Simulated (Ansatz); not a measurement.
**HfO$_{2}$: frozen normal mode**

Theory: Ansatz 0.2.0, DFT PBE, scalar-relativistic, plane waves, PAW. Settings: plane waves to 420 eV, k-mesh 6×6×4 (Γ-centred), Gaussian smearing 0.05 eV. Spin–orbit coupling is left out, which can shift energies with elements as heavy as these. No spin polarisation. Energies are free energies at this smearing, counted from the undisturbed cell; pressure is positive in compression.

The undisturbed cell (relaxed at this level; this form isn't the usual structure):

```
Hf O
1.0
     3.60430    0.00000    0.00000
     0.00000    3.60430    0.00000
     0.00000    0.00000    5.26397
Hf O
2 4
Direct
  0.50000 0.50000 0.50000
  0.00000 0.00000 0.00000
  0.00000 0.50000 0.69325
  0.50000 0.00000 0.80675
  0.50000 0.00000 0.30675
  0.00000 0.50000 0.19325
```

A zone-centre mode of this cell is frozen in: each atom moves by x times its row below, so x is the largest displacement.
```
atom ux uy uz
 Hf1  0.000   0.032  0.000
 Hf2  0.000  -0.032  0.000
  O3  0.000  -0.035  0.000
  O4  0.000   0.035  0.000
  O5  0.000  -1.000  0.000
  O6  0.000   1.000  0.000
```

```csv
x (Å),ΔE (meV/cell)
-0.2000,1022.7
-0.1000,251.5
0.0000,0.0
0.0250,15.6
0.0500,62.6
0.0750,141.1
0.1250,394.1
0.1500,569.7
0.1750,779.0
```

Question: Predict the force along the mode (eV/Å) at each point.

Answer:
| x (Å) | force along the mode (eV/Å) |
| --- | --- |
| -0.2000 | 10.45 |
| -0.1000 | 5.06 |
| 0.0000 | 0.00 |
| 0.0250 | -1.25 |
| 0.0500 | -2.51 |
| 0.0750 | -3.77 |
| 0.1250 | -6.36 |
| 0.1500 | -7.69 |
| 0.1750 | -9.05 |